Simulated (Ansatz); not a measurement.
## How KBr answers to pressure

```xyz
2
Lattice="0.0000 3.7147 3.7147 3.7147 0.0000 3.7147 3.7147 3.7147 0.0000" Properties=species:S:1:pos:R:3 pbc="T T T"
K     0.0000    0.0000    0.0000
Br    1.8573    1.8573    1.8573
```

The cell was built from the zincblende type and relaxed in the same program, and has space group F-43m; it needn't be a known or the stable phase.

Computed with Ansatz 0.2.0, DFT, PBE, all-electron LAPW, scalar-relativistic.

Numerical set-up: a Γ-centred 11×11×11 k mesh, Fermi–Dirac smearing of 0.08 eV, basis error target 0.25 meV/atom, no spin polarisation.

The cell is scaled evenly with fractional coordinates held. Semilocal gaps are too small, but their slopes carry over better.

```tsv
V/V(cell)	P (GPa)	gap on the k mesh (eV)
0.9500	0.59	4.335
0.9750	0.30	4.289
1.0000	0.05	4.244
1.0250	-0.17	4.201
```

Task: From the rows at 0.9750 and 1.0250, what is the bulk modulus at the cell's volume?

Result: B = −ΔP/Δln V = −[(-0.17) − (0.30)]/0.05001 = 9.4 GPa.

Task: What are the gap's volume deformation potential and pressure coefficient?

Result: dEg/dln V = (4.201 − 4.289)/0.05001 = -1.76 eV, and dEg/dP = −(dEg/dln V)/B = 187 meV/GPa: pressure widens the gap.

Task: Predict the row at V/V(cell) = 1.0500. How far is a linear estimate of P off?

Result: P = -0.36 GPa, gap 4.159 eV. The linear estimate P(cell) − B ln(V/V(cell)) = -0.41 GPa misses by 0.05 GPa, since the modulus falls on expansion.
